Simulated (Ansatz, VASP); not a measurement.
**Sn3Te: VASP beside Ansatz**

File INCAR:

```
PREC = Accurate
ENCUT = 520
EDIFF = 1E-6
ISMEAR = -1
SIGMA = 0.05
LREAL = False
LASPH = True
NELM = 80
ALGO = Normal
ISIF = 2
LWAVE = False
LCHARG = False
NBANDS = 32
```

File KPOINTS:

```
Automatic mesh
0
Gamma
  6 6 6
```

Contents of POSCAR:

```
Sn3Te
1.0
    4.7998622902      0.0000000000      0.0000000000
    0.0000000000      4.7998622902      0.0000000000
    0.0000000000      0.0000000000      4.7998622902
Te Sn
1 3
Direct
    0.0000000000      0.0000000000      0.0000000000
    0.0000000000      0.5000000000      0.5000000000
    0.5000000000      0.0000000000      0.5000000000
    0.5000000000      0.5000000000      0.0000000000
```

input.yaml

```yaml
crystal:
  lattice:
    - [4.7998622902, 0.0, 0.0]
    - [0.0, 4.7998622902, 0.0]
    - [0.0, 0.0, 4.7998622902]
  atoms:
    - { symbol: Te, position: [0.0, 0.0, 0.0] }
    - { symbol: Sn, position: [0.0, 0.5, 0.5] }
    - { symbol: Sn, position: [0.5, 0.0, 0.5] }
    - { symbol: Sn, position: [0.5, 0.5, 0.0] }
kpoints:
  mp_grid: { grid: [6, 6, 6] }
scf:
  occupations: { method: fermi_dirac, width: 0.05 }
hamiltonian:
  xc: lda
  pseudopotentials: { kind: all_electron, lapw: { basis_error: 0.002 } }
output:
  forces: true
  stress: true
  eigenvalues: true
```

Change from the starting cell: volume scaled by 0.96.

Alike in both runs: task single point; functional LDA; k mesh 6 × 6 × 6; occupations fermi-dirac, width 0.05 eV; no spin polarisation.

|  | VASP | Ansatz |
| --- | --- | --- |
| version | VASP 6.6.1 | Ansatz 0.2.0 |
| potentials or method | VASP PAW LDA potentials, release 64 (Te, Sn_d) | all-electron LAPW, scalar-relativistic |
| plane-wave cutoff (eV) | 520 | see its input |

|  | VASP | Ansatz | Ansatz less VASP |
| --- | --- | --- | --- |
| gap on the k mesh at the Fermi level (eV) | none | none | - |
| pressure (GPa) | -1.7 | -1.7 | +0.01 |

A gap of «none» marks a metal or a gap that the smearing closes. Ansatz ran all-electron here, so the differences hold the error of VASP's frozen core and of both bases.

Spin-orbit coupling is left out, which matters for the levels of Te.
